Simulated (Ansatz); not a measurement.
The reference is BeO in the wurtzite structure (space group P6_3mc, No. 186).

Space group P6₃mc (No. 186); a = 2.7117 Å, b = 2.7117 Å, c = 4.4043 Å, α = 90.00°, β = 90.00°, γ = 120.00°

```csv
atom,site,symmetry,x,y,z
Be,2b,3m.,0.6667,0.3333,0.0015
O,2b,3m.,0.3333,0.6667,0.1237
```

Method: Ansatz (an electronic-structure program) PBE, scalar-relativistic without spin-orbit coupling, earlier PAW set.

For the base:

| Property | Result |
|---|---|
| Density | 2.96 g/cm³ |
| Band gap | 7.46 eV |
| Electron mass | 0.53 mₑ along c, 0.60 mₑ across (at Γ) |
| Shortest interatomic distance | 1.656 Å |

The change: a hydrostatic pressure of 1.5 GPa.

**Question.** How does this affect the density, band gap, electron mass and shortest interatomic distance?

**Answer.** The density goes up by 0.02 g/cm³ (2.96 g/cm³ → 2.98 g/cm³); the band gap increases by 0.07 eV, from 7.46 eV to 7.53 eV; the electron mass goes from 0.53 mₑ along c, 0.60 mₑ across (at Γ) to 0.54 mₑ along c, 0.61 mₑ across (at Γ); the shortest interatomic distance drops by 0.004 Å, from 1.656 Å to 1.652 Å.

Load acts through the strain it causes; cell and atoms are relaxed under it. Effective masses come from finite differences of ±0.01 Å⁻¹. Whether these cells are dynamically stable was not tested.
